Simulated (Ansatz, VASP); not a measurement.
# SiC in VASP and in Ansatz

Contents of INCAR:

```
PREC = Accurate
ENCUT = 600
EDIFF = 1E-7
ISMEAR = 0
SIGMA = 0.1
LREAL = F
LASPH = T
NELM = 100
ALGO = Normal
ISIF = 3
LWAVE = F
LCHARG = F
GGA = PE
IBRION = 2
NSW = 90
EDIFFG = -0.04
```

Contents of KPOINTS:

```
Automatic mesh
0
Gamma
  4 4 4
```

File POSCAR:

```
SiC
1.0
    5.1604652900      0.0000000000      0.0000000000
    0.0000000000      5.1604652900      0.0000000000
    0.0000000000      0.0000000000      5.1604652900
Si C
6 6
Direct
    0.7500000000      0.5000000000      0.0000000000
    0.5000000000      0.0000000000      0.7500000000
    0.0000000000      0.7500000000      0.5000000000
    0.0000000000      0.2500000000      0.5000000000
    0.2500000000      0.5000000000      0.0000000000
    0.5000000000      0.0000000000      0.2500000000
    0.5000000000      0.7500000000      0.0000000000
    0.7500000000      0.0000000000      0.5000000000
    0.0000000000      0.5000000000      0.7500000000
    0.2500000000      0.0000000000      0.5000000000
    0.0000000000      0.5000000000      0.2500000000
    0.5000000000      0.2500000000      0.0000000000
```

Input for Ansatz:

```yaml
crystal:
  lattice:
    - [5.16046529, 0.0, 0.0]
    - [0.0, 5.16046529, 0.0]
    - [0.0, 0.0, 5.16046529]
  atoms:
    - { symbol: Si, position: [0.75, 0.5, 0.0] }
    - { symbol: Si, position: [0.5, 0.0, 0.75] }
    - { symbol: Si, position: [0.0, 0.75, 0.5] }
    - { symbol: Si, position: [0.0, 0.25, 0.5] }
    - { symbol: Si, position: [0.25, 0.5, 0.0] }
    - { symbol: Si, position: [0.5, 0.0, 0.25] }
    - { symbol: C, position: [0.5, 0.75, 0.0] }
    - { symbol: C, position: [0.75, 0.0, 0.5] }
    - { symbol: C, position: [0.0, 0.5, 0.75] }
    - { symbol: C, position: [0.25, 0.0, 0.5] }
    - { symbol: C, position: [0.0, 0.5, 0.25] }
    - { symbol: C, position: [0.5, 0.25, 0.0] }
basis:
  ecutwfc: 420
kpoints:
  mp_grid: { grid: [4, 4, 4] }
hamiltonian:
  xc: pbe
scf:
  occupations: { method: gaussian, width: 0.1 }
  lower_state_search: "off"
output:
  forces: true
  stress: true
  eigenvalues: true
relax:
  adjacent_minimum: "off"
  f_tol: 0.04
  max_steps: 70
  cell: { stress_tol: 0.4 }
```

Alike in both runs: task relaxation of cell and atoms; functional PBE; k mesh 4 × 4 × 4; occupations gaussian, width 0.1 eV; no spin polarisation.

```csv
,VASP,Ansatz
version,VASP 6.6.1,Ansatz 0.2.0
potentials or method,"VASP PAW PBE potentials, release 64 (Si, C)","scalar-relativistic, plane waves, PAW"
plane-wave cutoff (eV),600,420
valence electrons in the cell,48,48
```

VASP gave:

```
gap on the k mesh at the Fermi level, each at its own relaxed structure (eV) : 2.03
relaxed volume (Å³/atom)                                                     : 12.83
relaxed cell length with the largest relative difference (Å)                 : 5.360
energy change over the relaxation (meV/atom)                                 : -89
```

Q: Estimate Ansatz's values.

A: gap on the k mesh at the Fermi level, each at its own relaxed structure (eV): 2.03; relaxed volume (Å³/atom): 12.81; relaxed cell length with the largest relative difference (Å): 5.357; energy change over the relaxation (meV/atom): -90.

A k mesh can miss the band edges. PBE gaps usually lie below the measured ones, often by a third to a half.
